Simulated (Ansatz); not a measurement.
Runs of Ansatz 0.2.0 on Zr. It takes space group P6_3/mmc (No. 194, hexagonal). Conventional cell: a = 3.232 Å, b = 3.232 Å, c = 5.147 Å, α = 90.00°, β = 90.00°, γ = 120.00°. Around Zr (site symmetry -6m2) lie 12 Zr at 3.18 to 3.23 Å. 

```csv
task,level,potentials or basis,k mesh,cutoff (eV),smearing,driver,points for each segment of the path,gap on the mesh (eV),pressure (GPa)
projected density of states,CAM-B3LYP,SPMS NC,6 × 6 × 4,463,gaussian 0.02 eV,chain,-,(a),-
single point,PBE,Ansatz PAW soft_1,9 × 9 × 5,420,fermi-dirac 0.05 eV,-,-,none,0.5
single point,r2SCAN+D3(BJ),JTH PAW,9 × 9 × 5,990,methfessel-paxton 0.01 eV,-,-,none,-1.0
band structure,PBE,Ansatz PAW earlier set,9 × 9 × 5,500,fermi-dirac 0.05 eV,-,14,none,0.5
```

Alike in all rows: no spin polarisation; cell as given.

Fill in the values left out.

(a) 1.35.

Caveats: the potentials were made for another functional, which shifts forces and pressure (some runs); pairwise dispersion overbinds metals, which lowers pressure and volume (some runs).

A k mesh can miss the band edges, and the runs leave out spin-orbit coupling on Zr.

A gap of «none» marks a metal or a gap under the smearing width.

Not every run made on this cell is shown here.
